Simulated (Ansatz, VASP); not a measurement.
KTaO3: VASP beside Ansatz

```xyz
5
Lattice="3.8636 0.0000 0.0000 0.0000 3.8636 0.0000 0.0000 0.0000 4.2499" Properties=species:S:1:pos:R:3 pbc="T T T"
K     1.9318    1.9318    2.1250
Ta    0.0000    0.0000    0.0000
O     1.9318    0.0000    0.0000
O     0.0000    1.9318    0.0000
O     0.0000    0.0000    2.1250
```

Alike in both runs: task single point; functional PBE; k mesh 8 × 8 × 8; occupations gaussian, width 0.05 eV; no spin polarisation.

|  | VASP | Ansatz |
| --- | --- | --- |
| version | VASP 6.6.1 | Ansatz 0.2.0 |
| potentials or method | VASP PAW PBE potentials, release 64 (K_sv, Ta_pv, O) | scalar-relativistic, plane waves, PAW |
| plane-wave cutoff (eV) | 520 | 420 |
| valence electrons in the cell | 38 | 40 |

Ansatz gave:

| Property | Result |
| --- | --- |
| gap on the k mesh at the Fermi level (eV) | 2.08 |
| least direct gap on the mesh (eV) | 2.54 |
| pressure (GPa) | 8.8 |
| largest component of the traceless stress (GPa) | 21.66 |

Task: Which values does VASP return?

Result: gap on the k mesh at the Fermi level (eV): 2.04; least direct gap on the mesh (eV): 2.50; pressure (GPa): 9.5; largest component of the traceless stress (GPa): 22.04.

The functional is the same, so the differences come from potentials, cutoffs and numerics. The two sets of potentials don't hold the same shells in valence.

Caveats: spin-orbit coupling is left out, which moves the levels of the heavy elements. A k mesh can miss the band edges.
